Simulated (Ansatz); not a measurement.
## Cold compression of Ta (beta tin type)

```yaml
crystal:
  lattice:
    - [-2.64431, 2.64431, 1.40754]
    - [2.64431, -2.64431, 1.40754]
    - [2.64431, 2.64431, -1.40754]
  atoms:
    - { symbol: Ta, position: [0.62500, 0.87500, 0.75000] }
    - { symbol: Ta, position: [0.37500, 0.12500, 0.25000] }
```

The cell comes from a relaxation on PAW files under the same functional, begun from a prototype that needn't be the stable phase.

Its volume is scaled, and at each volume shape and atoms are relaxed on PAW files; all methods then take that cell.

All numbers are PBE results (scalar-relativistic) from Ansatz 0.2.0, with a Γ-centred 17×17×17 k mesh, Fermi–Dirac smearing of 0.1 eV, no spin polarisation. Methods: LAPW: all electrons, basis error target 1 meV/atom; PAW: frozen-core files, cutoff 420 eV; norm-conserving: pseudopotentials, cutoff 1000 eV; PAW (partial waves polarizable): frozen-core files, cutoff 420 eV.

Energies are extrapolated to zero smearing and count from the unscaled cell; pressure is positive in compression; gaps take the mesh and a band path. No temperature or zero-point motion is included.

Spin–orbit coupling is left out, which matters for the heavy atoms.

| V/V0 | V (Å³/atom) | P LAPW (GPa) | ΔE LAPW (eV/atom) | P PAW − LAPW (GPa) | ΔE PAW − LAPW (meV/atom) | space group | shortest distance (Å) |
| --- | --- | --- | --- | --- | --- | --- | --- |
| 1.00 | 19.68 | -0.05 | 0.000 | 0.07 | 0.0 | I4_1/amd | 2.736 |
| 0.92 | 18.11 | ? | ? | ? | ? | ? | ? |
| 0.84 | 16.53 | 38.0 | 0.322 | 0.46 | 4.5 | I4_1/amd | 2.573 |
| 0.76 | 14.96 | 72.3 | 0.852 | 0.89 | 11.0 | I4_1/amd | 2.485 |
| 0.68 | 13.39 | 126.0 | 1.804 | 1.68 | 23.3 | I4_1/amd | 2.391 |
| 0.60 | 11.81 | 213.6 | 3.434 | 3.11 | 46.2 | I4_1/amd | 2.291 |
| 0.52 | 10.24 | 366.9 | 6.209 | 5.76 | 88.8 | I4_1/amd | 2.186 |

Problem. Fit the Vinet equation to the LAPW pressures shown (residuals weighted by 1/(|P| + 0.03·Pmax)), and predict the pressure of the withheld row.

Solution. The fit gives V0 = 19.68 Å³/atom, B0 = 148 GPa and B0′ = 4.38. At 18.11 Å³/atom, x = (V/V0)^(1/3) = 0.9727, and P = 3·B0·(1 − x)/x²·exp[1.5·(B0′ − 1)·(1 − x)] = 14.73 GPa. The run itself gave 15.25 GPa (-3.4 % off) and ΔE = 0.069 eV/atom.

Problem. From the table, what is the rise of the enthalpy H = E + pV up to the last row, and how stiff is the crystal between the last two rows?

Solution. ΔH = 6.209 eV + (366.9 GPa × 10.24 Å³ + 0.05 GPa × 19.68 Å³) × 0.006242 eV/(GPa·Å³) = 29.66 eV/atom, of which pV makes 79 %. The mean bulk modulus there is −ΔP/Δln V = 1070 GPa.

Problem. At the smallest volume, how far do norm-conserving and PAW (partial waves polarizable) lie from LAPW in pressure?

Solution. norm-conserving: -2.13 GPa; PAW (partial waves polarizable): +5.76 GPa, on a LAPW pressure of 366.9 GPa.

Problem. How do the Löwdin populations by LAPW change from the unscaled cell to the last row?

Solution. Ta 5s 1.96 → 1.86, Ta 6s 0.86 → 0.55, Ta 5p 5.97 → 5.85, Ta 5d 4.13 → 4.73 electrons an atom. These are projections on the shells that the free atoms fill; 0.17 e a cell lies outside them at the start and 0.07 e at the end.
